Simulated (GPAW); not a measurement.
# SiNi3 (Pm-3m) in GPAW: single point with LDA

Aim: the single point of SiNi3 with LDA.

All numbers are computed with GPAW 26.7.0; they aren't measurements. Logs are shortened: lines on timing, memory, paths and dates and some standing lists are left out, and cuts for length are marked. The log counts tension as positive stress, the text compression.

### 1 The structure

Symmetry: Pm-3m, No. 221, cubic system. Conventional cell: a = 3.542 Å, b = 3.542 Å, c = 3.542 Å, α = 90.00°, β = 90.00°, γ = 90.00°. Ni (site symmetry 4/mmm) is surrounded by 8 Ni at 2.50 Å and 4 Si at 2.50 Å. Si (site symmetry m-3m) is surrounded by 12 Ni at 2.50 Å.

### 2 Single point, LDA, collinear spin, ferromagnetic start

The input, run.py:

```python
from ase import Atoms
from ase.dft.bandgap import bandgap
from ase.io import write
from ase.units import GPa
from gpaw import GPAW, PW

atoms = Atoms(['Ni', 'Ni', 'Ni', 'Si'],
              cell=[[3.542, 0.0, 0.0],
                    [0.0, 3.542, 0.0],
                    [0.0, 0.0, 3.542]],
              scaled_positions=[[0.5, 0.5, 0.0],
                                [0.5, 0.0, 0.5],
                                [0.0, 0.5, 0.5],
                                [0.0, 0.0, 0.0]],
              pbc=True)
atoms.set_initial_magnetic_moments([2.0, 2.0, 2.0, 0.0])

calc = GPAW(mode=PW(500),
            xc='LDA',
            kpts={'size': (6, 6, 6), 'gamma': True},
            occupations={'name': 'fermi-dirac', 'width': 0.05},
            nbands=45,
            maxiter=120,
            txt='gpaw.txt')
atoms.calc = calc
energy = atoms.get_potential_energy()
forces = atoms.get_forces()
stress = atoms.get_stress()
calc.write('gs.gpw')
write('result.traj', atoms)
print(f'Energy: {energy:.6f} eV')
print('Forces (eV/A):')
print(forces.round(4))
print('Stress (GPa):', (stress / GPa).round(3))
print('Moments:', calc.get_magnetic_moments().round(3))
print('Fermi level:', round(calc.get_fermi_level(), 4), 'eV')
print(f'Gap: {bandgap(calc)[0]:.4f} eV, direct: {bandgap(calc, direct=True)[0]:.4f} eV')
```

Potentials or basis: the program's PAW data sets (release 1.2.1) made for this functional, pw.

Command:

```
OMP_NUM_THREADS=1 python run.py
```

gpaw.txt:

```text
__  _  _
 | _ |_)|_||  |
 |__||  | ||/\| - 26.7.0

Input parameters:
  mode=PW(ecut=500.0),
  kpts=MonkhorstPack(size=(6, 6, 6), gamma=True),
  maxiter=120,
  nbands=45,
  occupations=Occupations(name='fermi-dirac', width=0.05),
  xc=XC(name='LDA')

Diagonalizing LCAO Hamiltonian
Converting LCAO to pw mode
   .--------.
  /|        |
 * |        |
 |Ni        |
 | .-Ni-----.
 |/    Ni  /
 Si-------*

Atoms  # Å, Bohr magnetons
|   | symbol |        x |        y |        z |    initial magnetic moments |
|---|--------|----------|----------|----------|-----------------------------|
| 0 |     Ni | 1.771000 | 1.771000 | 0.000000 | ( 0.0000,  0.0000,  2.0000) |
| 1 |     Ni | 1.771000 | 0.000000 | 1.771000 | ( 0.0000,  0.0000,  2.0000) |
| 2 |     Ni | 0.000000 | 1.771000 | 1.771000 | ( 0.0000,  0.0000,  2.0000) |
| 3 |     Si | 0.000000 | 0.000000 | 0.000000 | ( 0.0000,  0.0000,  0.0000) |

Unit cell  # Å
| periodic |        x |        y |        z |  lengths |    angles |
|----------|----------|----------|----------|----------|-----------|
|      yes | 3.542000 | 0.000000 | 0.000000 | 3.542000 | 90.000000 |
|      yes | 0.000000 | 3.542000 | 0.000000 | 3.542000 | 90.000000 |
|      yes | 0.000000 | 0.000000 | 3.542000 | 3.542000 | 90.000000 |

Number of symmetries: 48
Symmetry operations  # r_c * U_cc + t_c -> r_c
|    | kind |            matrix            |
|----|------|------------------------------|
|  0 |  E   |  1, 0, 0,  0, 1, 0,  0, 0, 1 |
|  1 |  σ   |  1, 0, 0,  0, 1, 0,  0, 0,-1 |
|  2 |  σ   |  1, 0, 0,  0, 0, 1,  0, 1, 0 |
|  3 |  C4  |  1, 0, 0,  0, 0, 1,  0,-1, 0 |
|  4 |  C4  |  1, 0, 0,  0, 0,-1,  0, 1, 0 |
|  5 |  σ   |  1, 0, 0,  0, 0,-1,  0,-1, 0 |
|  6 |  σ   |  1, 0, 0,  0,-1, 0,  0, 0, 1 |
|  7 |  C2  |  1, 0, 0,  0,-1, 0,  0, 0,-1 |
|  8 |  σ   |  0, 1, 0,  1, 0, 0,  0, 0, 1 |
|  9 |  C2  |  0, 1, 0,  1, 0, 0,  0, 0,-1 |
| 10 |  C3  |  0, 1, 0,  0, 0, 1,  1, 0, 0 |
| 11 |  S6  |  0, 1, 0,  0, 0, 1, -1, 0, 0 |
| 12 |  S6  |  0, 1, 0,  0, 0,-1,  1, 0, 0 |
| 13 |  C3  |  0, 1, 0,  0, 0,-1, -1, 0, 0 |
| 14 |  C4  |  0, 1, 0, -1, 0, 0,  0, 0, 1 |
| 15 |  S4  |  0, 1, 0, -1, 0, 0,  0, 0,-1 |
| 16 |  C3  |  0, 0, 1,  1, 0, 0,  0, 1, 0 |
| 17 |  S6  |  0, 0, 1,  1, 0, 0,  0,-1, 0 |
| 18 |  σ   |  0, 0, 1,  0, 1, 0,  1, 0, 0 |
| 19 |  C4  |  0, 0, 1,  0, 1, 0, -1, 0, 0 |
| 20 |  C2  |  0, 0, 1,  0,-1, 0,  1, 0, 0 |
| 21 |  S4  |  0, 0, 1,  0,-1, 0, -1, 0, 0 |
| 22 |  S6  |  0, 0, 1, -1, 0, 0,  0, 1, 0 |
| 23 |  C3  |  0, 0, 1, -1, 0, 0,  0,-1, 0 |
| 24 |  S6  |  0, 0,-1,  1, 0, 0,  0, 1, 0 |
| 25 |  C3  |  0, 0,-1,  1, 0, 0,  0,-1, 0 |
| 26 |  C4  |  0, 0,-1,  0, 1, 0,  1, 0, 0 |
| 27 |  σ   |  0, 0,-1,  0, 1, 0, -1, 0, 0 |
| 28 |  S4  |  0, 0,-1,  0,-1, 0,  1, 0, 0 |
| 29 |  C2  |  0, 0,-1,  0,-1, 0, -1, 0, 0 |
| 30 |  C3  |  0, 0,-1, -1, 0, 0,  0, 1, 0 |
| 31 |  S6  |  0, 0,-1, -1, 0, 0,  0,-1, 0 |
| 32 |  C4  |  0,-1, 0,  1, 0, 0,  0, 0, 1 |
| 33 |  S4  |  0,-1, 0,  1, 0, 0,  0, 0,-1 |
[... 98 lines left out ...]
      filter: 1.86  # [Å]
      core: 2.06  # [Å]
    projectors
    | kind |    occ | energy [eV] | rcut [Å] |
    |------|--------|-------------|----------|
    |   3s |  2.000 |     -10.878 |    1.058 |
    |   3p |  2.000 |      -4.162 |    1.058 |
    |    s |        |      16.334 |    1.058 |
    |    p |        |      23.049 |    1.058 |
    |    d |        |       0.000 |    1.058 |

    Using partial waves for Si as LCAO basis

Reference energy: -131760.500793  # eV

eigensolver:
  PPCG
  Converge bands: occupied
  niter=2

density mixing:
  MSR1-Mixer
  Pratt-step length: 0.05
  Maximum mixing coefficient: 0.75
  Old densities: 10
  SVD Regularization: 0.005
  Good broyden scale: 1.0
  Trust region scale: 1.0
  Backstep threshold: 4.0
  History deletion threshold: 6.0
  Fourier metric: weight=20.0, sigma=0.015

occupation numbers:
  Fermi-Dirac:
    width: 0.0500  # eV

poisson solver:
  ecut: 4000.0  # eV

xc functional:
  name: None

convergence criteria:
- Maximum [total energy] change in last 3 cyles: 0.0005 eV / valence electron
- Maximum integral of absolute [dens]ity change: 0.0001 electrons / valence electron
- Maximum integral of absolute [eigenst]ate change: 4e-08 eV^2 / valence electron
maximum number of iterations: 120

SCF iterations
|iter     | |      energy | eigst |  dens |  magmom |
|---------|-|-------------|-------|-------|---------|
|iter:   1| |  -31.444560 | +0.61 |       |  +6.0060|
|iter:   2| |  -31.655582 | -1.30 | -0.93 |  +5.7851|
|iter:   3| |  -32.879081 | -2.46 | -0.99 |  +3.9854|
|iter:   4| |  -32.957373 | -2.08 | -1.01 |  +1.6056|
|iter:   5| |  -33.071724 | -3.05 | -1.53 |  +0.4135|
|iter:   6| |  -33.124453 | -3.35 | -1.75 |  -0.3231|
|iter:   7| |  -33.135133 | -4.04 | -1.92 |  -0.0221|
|iter:   8| |  -33.136893c| -4.78 | -2.47 |  +0.0016|
|iter:   9| |  -33.137000c| -5.84 | -3.07 |  -0.0033|
|iter:  10| |  -33.137001c| -7.56c| -3.81 |  -0.0009|
|iter:  11| |  -33.137002c| -8.66c| -4.56c|  +0.0005|

Converged in 11 steps
Energy contributions relative to reference atoms: (reference = -131760.500793)

Energy contributions:
  Kinetic:          11.506343
  Coulomb:          -5.334545
  Zero:              0.152596
  External:          0.000000
  Xc:              -39.454142
  Entropy:          -0.014508
  Spinorbit:         0.000000
  ----------------------------
  Free energy:     -33.144256
  Extrapolated:    -33.137002

dipole moment: (-14.955407, -14.955407, -14.955407)  # |e|*Ang

Total magnetic moment: (0.000000, 0.000000, 0.000489)

Local magnetic moments
|        x |        y |         z |
|----------|----------|-----------|
| 0.000000 | 0.000000 |  0.000184 |  # Ni   0
| 0.000000 | 0.000000 |  0.000184 |  # Ni   1
| 0.000000 | 0.000000 |  0.000184 |  # Ni   2
| 0.000000 | 0.000000 | -0.000005 |  # Si   3

Fermi level: 9.019
Eigenvalues  # (at kpt = [0.000, 0.000, 0.000])
| band index |      eig [eV] | occ [0-1] |      eig [eV] | occ [0-1] |
|------------|---------------|-----------|---------------|-----------|
|          0 |       -54.237 |     1.000 |       -54.236 |     1.000 |
|        ... |               |           |               |           |
|         17 |         7.473 |     1.000 |         7.473 |     1.000 |
|         18 |         7.473 |     1.000 |         7.473 |     1.000 |
|         19 |         8.062 |     1.000 |         8.062 |     1.000 |
|         20 |         8.062 |     1.000 |         8.062 |     1.000 |
|         21 |         8.062 |     1.000 |         8.062 |     1.000 |
|         22 |         8.410 |     1.000 |         8.411 |     1.000 |
[... 8 lines left out ...]
|         31 |        19.135 |     0.000 |        19.135 |     0.000 |
|         32 |        19.135 |     0.000 |        19.135 |     0.000 |
|        ... |               |           |               |           |
|         44 |        33.751 |     0.000 |        33.750 |     0.000 |

No gap
No difference between direct/indirect transitions

Forces  # eV/Ang
|       x |        y |       z |
|---------|----------|---------|
| 0.00000 | -0.00000 | 0.00000 |  # Ni   0
| 0.00000 |  0.00000 | 0.00000 |  # Ni   1
| 0.00000 |  0.00000 | 0.00000 |  # Ni   2
| 0.00000 |  0.00000 | 0.00000 |  # Si   3

Stress tensor  # eV/Ang^3
|        x |        y |        z |
|----------|----------|----------|
| 0.118861 | 0.000000 | 0.000000 |
| 0.000000 | 0.118861 | 0.000000 |
| 0.000000 | 0.000000 | 0.118861 |

# Writing to gs.gpw (mode='')
```

Run time: 46 s. Hardware: 1 thread of Arm Neoverse V1, shared host; peak memory 0.18 GiB.

What came out:

| Property | Result |
| --- | --- |
| Free energy | -33.1443 eV |
| Pressure | -19.0 GPa |
| Band gap on the k mesh | none (metal or under the smearing width) |
| Net moment | 0.00 μB per cell |

Levels at points of the mesh, in eV from the Fermi level:
Spin up:
```
           k point  band 24  band 25  band 26  band 27  band 28  band 29
(0.00, 0.00, 0.00)    -0.61    -0.30     0.01     0.01     0.01     4.47
(0.50, 0.00, 0.00)    -1.15    -0.54     0.01     3.50     3.50     4.74
(0.50, 0.50, 0.00)    -1.11    -1.02    -0.97     0.63     0.63     5.47
(0.50, 0.50, 0.50)    -1.24    -0.51    -0.22    -0.22    -0.22     1.08
```
Spin down:
| k point | band 24 | band 25 | band 26 | band 27 | band 28 | band 29 |
| --- | --- | --- | --- | --- | --- | --- |
| (0.00, 0.00, 0.00) | -0.61 | -0.30 | 0.01 | 0.01 | 0.01 | 4.47 |
| (0.50, 0.00, 0.00) | -1.15 | -0.54 | 0.01 | 3.50 | 3.50 | 4.74 |
| (0.50, 0.50, 0.00) | -1.10 | -1.02 | -0.97 | 0.63 | 0.63 | 5.47 |
| (0.50, 0.50, 0.50) | -1.24 | -0.51 | -0.22 | -0.22 | -0.22 | 1.08 |

Caveat: the cutoff is short for stress and forces, so pressures can be off by a GPa or more; the starting moments collapsed, and a magnetic state may lie lower; the stock nickel data set gives pressures a few GPa off other programs; so large a pressure means that the cell lies far from this level's equilibrium, or that cutoff or potentials fall short.
